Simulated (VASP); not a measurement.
# B6As (R-3m) in VASP: further runs, part 2 of 2

VASP 6.6.1. Earlier steps stand in the parts before.

## Step 3: Relaxation of cell and atoms, PBEsol

This run uses another cell than the first one, of 9.18 Å³/atom, 0.994 times its volume.

Contents of INCAR:

```
  PREC = Accurate
  ENCUT = 600
  EDIFF = 1E-7
  ISMEAR = 0
  SIGMA = 0.03
  LREAL = False
  LASPH = True
  NELM = 80
  ALGO = Normal
  ISIF = 3
  LWAVE = False
  LCHARG = False
  GGA = PS
  IBRION = 2
  NSW = 90
  EDIFFG = -0.005
  KPAR = 4
```

Contents of KPOINTS:

```
Automatic mesh
0
Gamma
  6 6 6
```

Contents of POSCAR:

```
B6As                                    
1.0
    3.0653076133      1.7697561758      3.9500070733
   -3.0653076133      1.7697561758      3.9500070733
    0.0000000000     -3.5395123514      3.9500070733
  B               As            
    12     2
Direct
     0.0157395454875878    0.0157395454875878    0.3247181538970075
     0.0157395454875878    0.3247181538970075    0.0157395454875878
     0.8219527014186593    0.2723489524863854    0.8219527014186593
     0.8219527014186593    0.8219527014186593    0.2723489524863854
     0.2723489524863854    0.8219527014186593    0.8219527014186593
     0.7276510475136145    0.1780472985813407    0.1780472985813407
     0.1780472985813407    0.7276510475136145    0.1780472985813407
     0.1780472985813407    0.1780472985813407    0.7276510475136145
     0.9842604545124122    0.6752818461029925    0.9842604545124122
     0.9842604545124122    0.9842604545124122    0.6752818461029925
     0.6752818461029925    0.9842604545124122    0.9842604545124122
     0.3247181538970075    0.0157395454875878    0.0157395454875878
     0.6009262672836915    0.6009262672836915    0.6009262672836915
     0.3990737327163085    0.3990737327163085    0.3990737327163085
```

Potentials or basis: VASP PAW PBE potentials, release 64 (B, As).

The run is started by

```console
cat potpaw_PBE.64/B/POTCAR potpaw_PBE.64/As/POTCAR > POTCAR
mpirun -np 4 vasp_std > vasp.out
```

OUTCAR:

```text
PREC = Accurate
   ENCUT = 600
   EDIFF = 1E-7
   ISMEAR = 0
   LREAL = False
   LASPH = True
   NELM = 80
   ISIF = 3
   GGA = PS
   IBRION = 2
   NSW = 90
   EDIFFG = -0.005

 ion  position               nearest neighbor table
   1  0.016  0.016  0.325-  10 1.77   7 1.78   6 1.78   4 1.81   2 1.89  12 1.89
   2  0.016  0.325  0.016-   9 1.77   8 1.78   6 1.78   3 1.81  12 1.89   1 1.89
   3  0.822  0.272  0.822-   8 1.73   6 1.73  10 1.78  11 1.78   2 1.81  13 2.00
   4  0.822  0.822  0.272-   6 1.73   7 1.73   9 1.78  11 1.78   1 1.81  13 2.00
   5  0.272  0.822  0.822-   8 1.73   7 1.73  10 1.78   9 1.78  12 1.81  13 2.00
   6  0.728  0.178  0.178-   4 1.73   3 1.73   1 1.78   2 1.78  11 1.81  14 2.00
   7  0.178  0.728  0.178-   4 1.73   5 1.73   1 1.78  12 1.78   9 1.81  14 2.00
   8  0.178  0.178  0.728-   3 1.73   5 1.73   2 1.78  12 1.78  10 1.81  14 2.00
   9  0.984  0.675  0.984-   2 1.77   4 1.78   5 1.78   7 1.81  11 1.89  10 1.89
  10  0.984  0.984  0.675-   1 1.77   3 1.78   5 1.78   8 1.81   9 1.89  11 1.89
  11  0.675  0.984  0.984-  12 1.77   4 1.78   3 1.78   6 1.81   9 1.89  10 1.89
  12  0.325  0.016  0.016-  11 1.77   8 1.78   7 1.78   5 1.81   2 1.89   1 1.89
  13  0.601  0.601  0.601-   3 2.00   5 2.00   4 2.00  14 2.39
[... 1100 lines left out ...]
  --------------------------------------------------------------------------------------
  -------------------------------------------------------------------------------------
  Total        0.0137413      0.0137413     -0.0242508      0.0000000     -0.0000000      0.0000000
  in kB        0.1712342      0.1712342     -0.3021965      0.0000000     -0.0000000      0.0000000
  external PRESSURE =       0.0134240 kB  Pullay stress =       0.0000000 kB

 VOLUME and BASIS-vectors are now :
 -----------------------------------------------------------------------------
  energy-cutoff  :      600.00
  volume of cell :      128.57
      direct lattice vectors                 reciprocal lattice vectors
     3.065219395  1.769705243  3.950335920     0.163120461  0.094177642  0.084381010
    -3.065219395  1.769705243  3.950335920    -0.163120461  0.094177642  0.084381010
     0.000000000 -3.539410486  3.950335920     0.000000000 -0.188355284  0.084381010

 POSITION                                       TOTAL-FORCE (eV/Angst)
 -----------------------------------------------------------------------------------
      0.00000     -1.09342      1.40717         0.000000     -0.001411      0.001693
     -0.94693      0.54671      1.40717        -0.001222      0.000706      0.001693
      1.68480     -0.97272      7.56956         0.000256     -0.000148      0.001295
      0.00000      1.94543      7.56956         0.000000      0.000295      0.001295
     -1.68480     -0.97272      7.56956        -0.000256     -0.000148      0.001295
      1.68480      0.97272      4.28145         0.000256      0.000148     -0.001295
     -1.68480      0.97272      4.28145        -0.000256      0.000148     -0.001295
      0.00000     -1.94543      4.28145         0.000000     -0.000295     -0.001295
      0.94693     -0.54671     10.44384         0.001222     -0.000706     -0.001693
      0.00000      1.09342     10.44384         0.000000      0.001411     -0.001693
     -0.94693     -0.54671     10.44384        -0.001222     -0.000706     -0.001693
      0.94693      0.54671      1.40717         0.001222      0.000706      0.001693
      0.00000      0.00000      7.12182         0.000000     -0.000000     -0.003051
      0.00000      0.00000      4.72919         0.000000      0.000000      0.003051
 -----------------------------------------------------------------------------------
    total drift:                                0.000000      0.000000     -0.000000

  FREE ENERGIE OF THE ION-ELECTRON SYSTEM (eV)
  ---------------------------------------------------
  free  energy   TOTEN  =       -97.0432414539 eV

  energy  without entropy=      -97.0432414539  energy(sigma->0) =      -97.04324145

 reached required accuracy - stopping structural energy minimisation
```

OSZICAR:

```text
N       E                     dE             d eps       ncg     rms          rms(c)
DAV:   1     0.152011255804E+03    0.15201E+03   -0.22908E+04  1984   0.150E+03
DAV:   2    -0.933182363888E+02   -0.24533E+03   -0.23373E+03  2579   0.255E+02
[... 15 lines left out ...]
   1 F= -.97043234E+02 E0= -.97043234E+02  d E =-.970432E+02
       N       E                     dE             d eps       ncg     rms          rms(c)
DAV:   1    -0.970432428736E+02   -0.92761E-05   -0.97104E-04  2222   0.172E-01    0.930E-03
DAV:   2    -0.970432426065E+02    0.26706E-06   -0.24880E-05  2560   0.265E-02    0.533E-03
DAV:   3    -0.970432414469E+02    0.11596E-05   -0.32124E-06  2329   0.926E-03    0.801E-04
DAV:   4    -0.970432414539E+02   -0.69581E-08   -0.41168E-07  2234   0.329E-03
   2 F= -.97043241E+02 E0= -.97043241E+02  d E =-.788769E-05
```

CONTCAR:

```text
B6As
   1.00000000000000
     3.0652193949504878    1.7697052429121616    3.9503359201351023
    -3.0652193949504878    1.7697052429121616    3.9503359201351023
     0.0000000000000000   -3.5394104856243120    3.9503359201350947
  B               As
    12     2
Direct
     0.0157622407172845    0.0157622407172845    0.3246904389503850
[... 17 lines left out ...]
  0.00000000E+00  0.00000000E+00  0.00000000E+00
  0.00000000E+00  0.00000000E+00  0.00000000E+00
  0.00000000E+00  0.00000000E+00  0.00000000E+00
  0.00000000E+00  0.00000000E+00  0.00000000E+00
  0.00000000E+00  0.00000000E+00  0.00000000E+00
  0.00000000E+00  0.00000000E+00  0.00000000E+00
  0.00000000E+00  0.00000000E+00  0.00000000E+00
  0.00000000E+00  0.00000000E+00  0.00000000E+00
  0.00000000E+00  0.00000000E+00  0.00000000E+00
  0.00000000E+00  0.00000000E+00  0.00000000E+00
  0.00000000E+00  0.00000000E+00  0.00000000E+00
```

Wall time 53 s (4 MPI ranks of Intel Xeon Platinum 8488C (Sapphire Rapids), shared host); peak memory 0.33 GiB.

What came out:

- Free energy: -97.0432 eV
- Energy gained by relaxing: 0.0 meV/atom
- Ionic steps: 2
- Pressure after relaxing: 0.0 GPa
- Largest force after relaxing: 0.003 eV/Å
- Band gap on the k mesh: 2.62 eV, indirect (least direct gap 2.66 eV)

Forces in eV/Å, atoms in the order of the input:
```
B    0.000 -0.001  0.002
B   -0.001  0.001  0.002
B    0.000  0.000  0.001
B    0.000  0.000  0.001
B    0.000  0.000  0.001
B    0.000  0.000 -0.001
B    0.000  0.000 -0.001
B    0.000  0.000 -0.001
B    0.001 -0.001 -0.002
B    0.000  0.001 -0.002
B   -0.001 -0.001 -0.002
B    0.001  0.001  0.002
As   0.000  0.000 -0.003
As   0.000  0.000  0.003
```

Final structure:
```yaml
crystal:
  lattice:
    - [3.06522, 1.76971, 3.95034]
    - [-3.06522, 1.76971, 3.95034]
    - [0.00000, -3.53941, 3.95034]
  atoms:
    - { symbol: B, position: [0.01576, 0.01576, 0.32469] }
    - { symbol: B, position: [0.01576, 0.32469, 0.01576] }
    - { symbol: B, position: [0.82194, 0.27229, 0.82194] }
    - { symbol: B, position: [0.82194, 0.82194, 0.27229] }
    - { symbol: B, position: [0.27229, 0.82194, 0.82194] }
    - { symbol: B, position: [0.72771, 0.17806, 0.17806] }
    - { symbol: B, position: [0.17806, 0.72771, 0.17806] }
    - { symbol: B, position: [0.17806, 0.17806, 0.72771] }
    - { symbol: B, position: [0.98424, 0.67531, 0.98424] }
    - { symbol: B, position: [0.98424, 0.98424, 0.67531] }
    - { symbol: B, position: [0.67531, 0.98424, 0.98424] }
    - { symbol: B, position: [0.32469, 0.01576, 0.01576] }
    - { symbol: As, position: [0.60095, 0.60095, 0.60095] }
    - { symbol: As, position: [0.39905, 0.39905, 0.39905] }
```

Caveat: the PAW data sets were made with another functional, which shifts forces and pressure a little. A k mesh can miss the band edges.

## Step 4: Relaxation of cell and atoms, r2SCAN

Contents of INCAR:

```
SYSTEM = B6As
  ALGO = Normal
  EDIFF = 1E-6
  EDIFFG = -0.01
  ENCUT = 600
  IBRION = 2
  ISIF = 3
  ISMEAR = 0
  KPAR = 4
  LASPH = .TRUE.
  LCHARG = .FALSE.
  LMIXTAU = .TRUE.
  LREAL = .FALSE.
  LWAVE = .FALSE.
  METAGGA = R2SCAN
  NELM = 80
  NSW = 90
  PREC = Accurate
  SIGMA = 0.03
```

Contents of KPOINTS:

```
k-points
0
G
  6 6 6
  0 0 0
```

Contents of POSCAR:

```
B6As
1.0
    3.0684222178      1.7715543935      3.9649353976
   -3.0684222178      1.7715543935      3.9649353976
    0.0000000000     -3.5431087869      3.9649353976
B As
12 2
Direct
    0.0152897200      0.0152897200      0.3248784800
    0.0152897200      0.3248784800      0.0152897200
    0.8218557000      0.2724864900      0.8218557000
    0.8218557000      0.8218557000      0.2724864900
    0.2724864900      0.8218557000      0.8218557000
    0.7275135100      0.1781443000      0.1781443000
    0.1781443000      0.7275135100      0.1781443000
    0.1781443000      0.1781443000      0.7275135100
    0.9847102800      0.6751215200      0.9847102800
    0.9847102800      0.9847102800      0.6751215200
    0.6751215200      0.9847102800      0.9847102800
    0.3248784800      0.0152897200      0.0152897200
    0.6005523500      0.6005523500      0.6005523500
    0.3994476500      0.3994476500      0.3994476500
```

Potentials or basis: VASP PAW PBE potentials, release 64 (B, As).

The run is started by

```console
cat potpaw_PBE.64/B/POTCAR potpaw_PBE.64/As/POTCAR > POTCAR
mpirun -np 4 vasp_std > vasp.out
```

OUTCAR:

```text
SYSTEM = B6As
   EDIFF = 1E-6
   EDIFFG = -0.01
   ENCUT = 600
   IBRION = 2
   ISIF = 3
   ISMEAR = 0
   LASPH = .TRUE.
   LREAL = .FALSE.
   METAGGA = R2SCAN
   NELM = 80
   NSW = 90
   PREC = Accurate

 ion  position               nearest neighbor table
   1  0.015  0.015  0.325-  10 1.77   7 1.78   6 1.78   4 1.81   2 1.90  12 1.90
   2  0.015  0.325  0.015-   9 1.77   8 1.78   6 1.78   3 1.81  12 1.90   1 1.90
   3  0.822  0.272  0.822-   8 1.73   6 1.73  10 1.78  11 1.78   2 1.81  13 2.00
   4  0.822  0.822  0.272-   6 1.73   7 1.73   9 1.78  11 1.78   1 1.81  13 2.00
   5  0.272  0.822  0.822-   8 1.73   7 1.73  10 1.78   9 1.78  12 1.81  13 2.00
   6  0.728  0.178  0.178-   4 1.73   3 1.73   1 1.78   2 1.78  11 1.81  14 2.00
   7  0.178  0.728  0.178-   4 1.73   5 1.73   1 1.78  12 1.78   9 1.81  14 2.00
   8  0.178  0.178  0.728-   3 1.73   5 1.73   2 1.78  12 1.78  10 1.81  14 2.00
   9  0.985  0.675  0.985-   2 1.77   4 1.78   5 1.78   7 1.81  11 1.90  10 1.90
  10  0.985  0.985  0.675-   1 1.77   3 1.78   5 1.78   8 1.81   9 1.90  11 1.90
  11  0.675  0.985  0.985-  12 1.77   4 1.78   3 1.78   6 1.81   9 1.90  10 1.90
[... 1101 lines left out ...]
  Direction    XX          YY          ZZ          XY          YZ          ZX
  --------------------------------------------------------------------------------------
  -------------------------------------------------------------------------------------
  Total       -0.0217221     -0.0217221      0.0663540      0.0000000      0.0000000      0.0000000
  in kB       -0.2692279     -0.2692279      0.8224069      0.0000000      0.0000000      0.0000000
  external PRESSURE =       0.0946503 kB  Pullay stress =       0.0000000 kB

 VOLUME and BASIS-vectors are now :
 -----------------------------------------------------------------------------
  energy-cutoff  :      600.00
  volume of cell :      129.27
      direct lattice vectors                 reciprocal lattice vectors
     3.067893653  1.771249226  3.964788581     0.162978270  0.094095548  0.084073419
    -3.067893653  1.771249226  3.964788581    -0.162978270  0.094095548  0.084073419
     0.000000000 -3.542498452  3.964788581     0.000000000 -0.188191096  0.084073419

 POSITION                                       TOTAL-FORCE (eV/Angst)
 -----------------------------------------------------------------------------------
      0.00000     -1.09726      1.40911         0.000000     -0.000545     -0.008974
     -0.95026      0.54863      1.40911        -0.000472      0.000273     -0.008974
      1.68458     -0.97259      7.59721         0.006947     -0.004011      0.003071
      0.00000      1.94518      7.59721         0.000000      0.008022      0.003071
     -1.68458     -0.97259      7.59721        -0.006947     -0.004011      0.003071
      1.68458      0.97259      4.29716         0.006947      0.004011     -0.003071
     -1.68458      0.97259      4.29716        -0.006947      0.004011     -0.003071
      0.00000     -1.94518      4.29716         0.000000     -0.008022     -0.003071
      0.95026     -0.54863     10.48525         0.000472     -0.000273      0.008974
      0.00000      1.09726     10.48525         0.000000      0.000545      0.008974
     -0.95026     -0.54863     10.48525        -0.000472     -0.000273      0.008974
      0.95026      0.54863      1.40911         0.000472      0.000273     -0.008974
      0.00000      0.00000      7.14193         0.000000     -0.000000     -0.000795
      0.00000      0.00000      4.75244         0.000000      0.000000      0.000795
 -----------------------------------------------------------------------------------
    total drift:                                0.000000      0.000000     -0.000000

  FREE ENERGIE OF THE ION-ELECTRON SYSTEM (eV)
  ---------------------------------------------------
  free  energy   TOTEN  =      -120.4866529222 eV

  energy  without entropy=     -120.4866529222  energy(sigma->0) =     -120.48665292

 reached required accuracy - stopping structural energy minimisation
```

It took 2.1 min on 4 MPI ranks of Intel Xeon 6975P-C (Granite Rapids), shared host; peak memory 0.35 GiB.

Results:

- Free energy: -120.4867 eV
- Relaxed volume: 9.23 Å³/atom
- Relaxed cell: a = 5.317 Å, b = 5.317 Å, c = 5.317 Å, α = 70.48°, β = 70.48°, γ = 70.48°
- Space group after relaxing (to 0.05 Å): R-3m (No. 166)
- Energy gained by relaxing: 0.0 meV/atom
- Ionic steps: 2
- Pressure after relaxing: 0.0 GPa
- Largest force after relaxing: 0.009 eV/Å
- Band gap on the k mesh: 2.88 eV, indirect (least direct gap 2.97 eV)

Forces on the atoms (eV/Å):
```
B    0.000 -0.001 -0.009
B    0.000  0.000 -0.009
B    0.007 -0.004  0.003
B    0.000  0.008  0.003
B   -0.007 -0.004  0.003
B    0.007  0.004 -0.003
B   -0.007  0.004 -0.003
B    0.000 -0.008 -0.003
B    0.000  0.000  0.009
B    0.000  0.001  0.009
B    0.000  0.000  0.009
B    0.000  0.000 -0.009
As   0.000  0.000 -0.001
As   0.000  0.000  0.001
```

Step by step:
```tsv
step	energy change (eV)	largest force (eV/Å)	pressure (GPa)	volume (Å³)
1	0.0000	0.0262	-0.05	129.32
2	-0.0001	0.0090	0.01	129.27
```

Final structure:
```
B As
1.0
     3.06789    1.77125    3.96479
    -3.06789    1.77125    3.96479
     0.00000   -3.54250    3.96479
B As
12 2
Direct
  0.01522 0.01522 0.32496
  0.01522 0.32496 0.01522
  0.82176 0.27266 0.82176
  0.82176 0.82176 0.27266
  0.27266 0.82176 0.82176
  0.72734 0.17824 0.17824
  0.17824 0.72734 0.17824
  0.17824 0.17824 0.72734
  0.98478 0.67504 0.98478
  0.98478 0.98478 0.67504
  0.67504 0.98478 0.98478
  0.32496 0.01522 0.01522
  0.60045 0.60045 0.60045
  0.39955 0.39955 0.39955
```

Caveat: the PAW data sets were made with another functional, which shifts forces and pressure a little.

## Step 5: Relaxation of cell and atoms, r2SCAN

Changes to INCAR since step 4:

```diff
@@ -2,4 +2,4 @@
   ALGO = Normal
-  EDIFF = 1E-6
-  EDIFFG = -0.01
+  EDIFF = 1E-7
+  EDIFFG = -0.005
   ENCUT = 600
```

KPOINTS is that of step 4.

Contents of POSCAR:

```
B6As                                    
1.0
    3.0678936527      1.7712492263      3.9647885812
   -3.0678936527      1.7712492263      3.9647885812
    0.0000000000     -3.5424984524      3.9647885812
  B               As            
    12     2
Direct
     0.0152211572860892    0.0152211572860892    0.3249639945012245
     0.0152211572860892    0.3249639945012245    0.0152211572860892
     0.8217563768089635    0.2726572140687525    0.8217563768089635
     0.8217563768089635    0.8217563768089635    0.2726572140687525
     0.2726572140687525    0.8217563768089635    0.8217563768089635
     0.7273427859312476    0.1782436231910365    0.1782436231910365
     0.1782436231910365    0.7273427859312476    0.1782436231910365
     0.1782436231910365    0.1782436231910365    0.7273427859312476
     0.9847788427139108    0.6750360054987754    0.9847788427139108
     0.9847788427139108    0.9847788427139108    0.6750360054987754
     0.6750360054987754    0.9847788427139108    0.9847788427139108
     0.3249639945012245    0.0152211572860892    0.0152211572860892
     0.6004461953659900    0.6004461953659900    0.6004461953659900
     0.3995538046340100    0.3995538046340100    0.3995538046340100
```

The run is started by

```console
cat potpaw_PBE.64/B/POTCAR potpaw_PBE.64/As/POTCAR > POTCAR
mpirun -np 4 vasp_std > vasp.out
```

It took 3.2 min on 4 MPI ranks of Intel Xeon 6975P-C (Granite Rapids), shared host; peak memory 0.36 GiB.

It converged, with:

```yaml
Free_energy: -120.4866 eV
Relaxed_volume: 9.24 Å³/atom
Relaxed_cell: a = 5.318 Å, b = 5.318 Å, c = 5.318 Å, α = 70.46°, β = 70.46°, γ = 70.46°
Space_group_after_relaxing_to_0.05_Å: R-3m (No. 166)
Energy_gained_by_relaxing: 0.0 meV/atom
Ionic_steps: 4
Pressure_after_relaxing: 0.0 GPa
Band_gap_on_the_k_mesh: 2.88 eV, indirect (least direct gap 2.97 eV)
```

Forces on the atoms (eV/Å):
```
B    0.000 -0.001 -0.001
B   -0.001  0.001 -0.001
B   -0.001  0.001  0.000
B    0.000 -0.001  0.000
B    0.001  0.001  0.000
B   -0.001 -0.001  0.000
B    0.001 -0.001  0.000
B    0.000  0.001  0.000
B    0.001 -0.001  0.001
B    0.000  0.001  0.001
B   -0.001 -0.001  0.001
B    0.001  0.001 -0.001
As   0.000  0.000 -0.003
As   0.000  0.000  0.003
```

Final structure:
```
CELL_PARAMETERS angstrom
3.06776 1.77117 3.96613
-3.06776 1.77117 3.96613
0.00000 -3.54234 3.96613
ATOMIC_POSITIONS crystal
B 0.01516 0.01516 0.32495
B 0.01516 0.32495 0.01516
B 0.82178 0.27264 0.82178
B 0.82178 0.82178 0.27264
B 0.27264 0.82178 0.82178
B 0.72736 0.17822 0.17822
B 0.17822 0.72736 0.17822
B 0.17822 0.17822 0.72736
B 0.98484 0.67505 0.98484
B 0.98484 0.98484 0.67505
B 0.67505 0.98484 0.98484
B 0.32495 0.01516 0.01516
As 0.60044 0.60044 0.60044
As 0.39956 0.39956 0.39956
```

Levels at points of the mesh, in eV from the valence-band top:
| k point | band 21 | band 22 | band 23 | band 24 | band 25 | band 26 |
| --- | --- | --- | --- | --- | --- | --- |
| (0.00, 0.00, 0.00) | -0.21 | -0.08 | -0.08 | 4.78 | 5.09 | 5.09 |
| (0.50, 0.00, 0.00) | -1.40 | -1.17 | -0.11 | 2.88 | 4.49 | 4.96 |
| (0.50, 0.50, 0.00) | -1.02 | -0.72 | -0.29 | 3.69 | 4.76 | 5.07 |
| (0.50, 0.50, 0.50) | -0.83 | -0.83 | 0.00 | 2.97 | 3.96 | 4.03 |

Caveat: the PAW data sets were made with another functional, which shifts forces and pressure a little. r2SCAN opens gaps a little over a GGA but as a rule still falls short of measured ones.
